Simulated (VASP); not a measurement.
Here is a VASP 6.6.1 calculation.

INCAR

```
SYSTEM = Er
PREC = Accurate ; ENCUT = 520
EDIFF = 1E-7 ; ISMEAR = -1
SIGMA = 0.05 ; LREAL = .FALSE.
LASPH = .TRUE. ; NELM = 150
ALGO = Normal ; ISIF = 2
LWAVE = .FALSE. ; LCHARG = .FALSE.
ISPIN = 2 ; MAGMOM = 3
LORBIT = 11 ; LMAXMIX = 6
GGA = PE ; NBANDS = 21
```

The input KPOINTS:

```
Automatic mesh
0
G
  9 9 9
  0 0 0
```

The input POSCAR:

```
Er
1.0
   -1.9779384575      1.9779384575      1.9779384575
    1.9779384575     -1.9779384575      1.9779384575
    1.9779384575      1.9779384575     -1.9779384575
Er
1
Direct
    0.0000000000      0.0000000000      0.0000000000
```

Potentials or basis: VASP PAW PBE potentials, release 64 (Er).

The run is started by

```sh
$ cat potpaw_PBE.64/Er/POTCAR > POTCAR
$ mpirun -np 1 vasp_std > vasp.out
```

Problem. Estimate the pressure.

Solution. 1.7 GPa.

Problem. Predict the band gap on the k mesh.

Solution. None (metal or under the smearing width).

Problem. Estimate the site moments.

Solution. Er +2.30 μB.

Problem. What does it give for the net moment?

Solution. 2.20 μB per cell.

Caveat: the magnetic or orbital state may not be the lowest; spin-orbit coupling is left out, which moves the levels of the heavy elements. The state reached can hang on the start; a lower one may exist.
